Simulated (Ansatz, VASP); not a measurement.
## BeSe in VASP and in Ansatz

```xyz
2
Lattice="0.0000 2.5356 2.5356 2.5356 0.0000 2.5356 2.5356 2.5356 0.0000" Properties=species:S:1:pos:R:3 pbc="T T T"
Be    0.0000    0.0000    0.0000
Se    3.8035    3.8035    3.8035
```

Alike in both runs: task single point; functional PBE; k mesh 8 × 8 × 8; occupations gaussian, width 0.02 eV; no spin polarisation.

```csv
,VASP,Ansatz
version,VASP 6.6.1,Ansatz 0.2.0
potentials or method,"VASP PAW PBE potentials, release 64 (Be, Se)","scalar-relativistic, plane waves, PAW"
plane-wave cutoff (eV),520,420
valence electrons in the cell,8,18
```

```csv
,VASP,Ansatz,Ansatz less VASP
gap on the k mesh at the Fermi level (eV),2.52,2.54,+0.013
least direct gap on the mesh (eV),4.69,4.69,+0.001
pressure (GPa),5.5,5.3,-0.23
```

The two sets of potentials don't hold the same shells in valence.

A k mesh can miss the band edges.
